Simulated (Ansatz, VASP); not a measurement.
**LiH in VASP and in Ansatz**

```
Li H
1.0
     0.00000    2.19510    2.19510
     2.19510    0.00000    2.19510
     2.19510    2.19510    0.00000
Li H
1 1
Direct
  0.00000 0.00000 0.00000
  0.50000 0.50000 0.50000
```

Change from the starting cell: strain +0.080 along x and y, +0.080 along z, atoms carried along.

Alike in both runs: task single point; functional PBEsol; k mesh 10 × 10 × 10; occupations gaussian, width 0.05 eV; no spin polarisation.

```csv
,VASP,Ansatz
version,VASP 6.6.1,Ansatz 0.2.0
potentials or method,"VASP PAW PBE potentials, release 64 (Li_sv, H)","scalar-relativistic, plane waves, PAW"
plane-wave cutoff (eV),520,420
valence electrons in the cell,4,4
```

Ansatz gave:

```
gap on the k mesh at the Fermi level (eV) : 2.92
least direct gap on the mesh (eV)         : 2.92
```

Question: Estimate VASP's values.

Answer: gap on the k mesh at the Fermi level (eV): 2.91; least direct gap on the mesh (eV): 2.91.

 A k mesh can miss the band edges.
